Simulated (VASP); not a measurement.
A run of VASP 6.6.1:

File INCAR:

```
PREC     = Accurate       # precision mode
ENCUT    = 600            # plane-wave cutoff, eV
EDIFF    = 1E-7           # SCF threshold, eV
ISMEAR   = -1             # smearing method
SIGMA    = 0.05           # smearing width, eV
LREAL    = F              # projectors in reciprocal space
LASPH    = T              # aspherical terms in the spheres
NELM     = 80             # most SCF steps
ALGO     = Normal         # electronic algorithm
ISIF     = 3              # what is computed and relaxed
LWAVE    = F              # write WAVECAR
LCHARG   = F              # write CHGCAR
GGA      = RE             # functional
LUSE_VDW = T            
AGGAC    = 0.0          
IBRION   = 2              # ionic algorithm
NSW      = 40             # ionic steps
EDIFFG   = -0.02          # ionic threshold
```

The input KPOINTS:

```
Automatic mesh
0
Gamma
  11 11 6
```

POSCAR

```
Os
1.0
    2.7341000000      0.0000000000      0.0000000000
   -1.3670500000      2.3678000565      0.0000000000
    0.0000000000      0.0000000000      4.3197000000
Os
2
Direct
    0.6666666667      0.3333333333      0.7500000000
    0.3333333333      0.6666666667      0.2500000000
```

Potentials or basis: VASP PAW PBE potentials, release 64 (Os).

The run is started by

```sh
$ cat potpaw_PBE.64/Os/POTCAR > POTCAR
$ mpirun -np 1 vasp_std > vasp.out
```

Hardware: 1 thread of Intel(R) Xeon(R) 6975P-C (Granite Rapids), with other jobs on the host.

Problem. Estimate the wall time of this run.

Solution. It took 3.4 min on 1 thread of Intel(R) Xeon(R) 6975P-C (Granite Rapids), on a shared host, peak memory 0.34 GiB. Counts: scf iterations 72, k points 64, ion steps 9.
